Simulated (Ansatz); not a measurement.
# Cu: pressure against volume scale

All results are calculated (Ansatz 0.2.0). Periodic Kohn-Sham DFT of a crystal at fixed atoms, scaled to volume_scale times the given cell; pressure positive in compression, energy less spherical unpolarised free atoms, largest_vzz the field gradient of largest size among the nuclei.

The cell before it is scaled or strained (space group Fm-3m, No. 225):
```
Cu
1.0
      0.0000     1.8075     1.8075
      1.8075     0.0000     1.8075
      1.8075     1.8075     0.0000
Cu
1
Direct
  0.00000 0.00000 0.00000
```

Settings of every row: method frozen-core PAW; functional PBE; relativity scalar; k mesh 19x19x19; filling fermi-dirac; smearing width 0.08 eV; wave cutoff 420 eV; paw set soft_2.

Atom start moment: 0 on all atoms.

| row | volume scale | V (Å³/atom) | pressure (GPa) |
| --- | --- | --- | --- |
| 1 | 0.94 | 11.102 | 12.509 |
| 2 | 0.96 | 11.338 | 8.478 |
| 3 | 0.98 | 11.574 | 4.895 |
| 4 | 0.99 | 11.692 | 3.26 |
| 5 | 1.01 | 11.929 | 0.265 |
| 6 | 1.02 | 12.047 | ? |
| 7 | 1.04 | 12.283 | -3.604 |

Question: what pressure should row 6 give?

Worked fit of pressure. Take u = (V_r/V)^(2/3) − 1 with V_r = 11.633 Å³ an atom, which is twice the finite (Eulerian) strain; such expansions in the strain, on which the Birch-Murnaghan equation of state is built, carry the rest volume and the bulk modulus. The shown rows have u = 0.03164, 0.01727, 0.0034, -0.00337, -0.01661, -0.0356. Least squares give pressure = 4.0688 + 242.494 × u + 761.8 × u² GPa; a straight line predicts inner rows, each left out in turn, worse (root mean square 0.34 against 0.012 GPa). The rows lie off it by 0.005, -0.006, -0.007, 0.000, 0.014, -0.005 (root mean square 0.0074 GPa). The pressure vanishes at u = -0.0178, or V = 11.95 Å³ an atom, and there the bulk modulus at fixed shape and fractions is B = −V dP/dV = (2/3)(1 + u) dP/du = 141 GPa. The withheld row has u = -0.02304, so the fit gives 4.0688 + 242.494 × (-0.02304) + 761.8 × (-0.02304)² = -1.114 GPa.

The calculation gave -1.103 GPa. The fit lies 0.011 GPa (0.068 % of the column's range) below it; its largest miss of a shown row is 0.014 GPa.
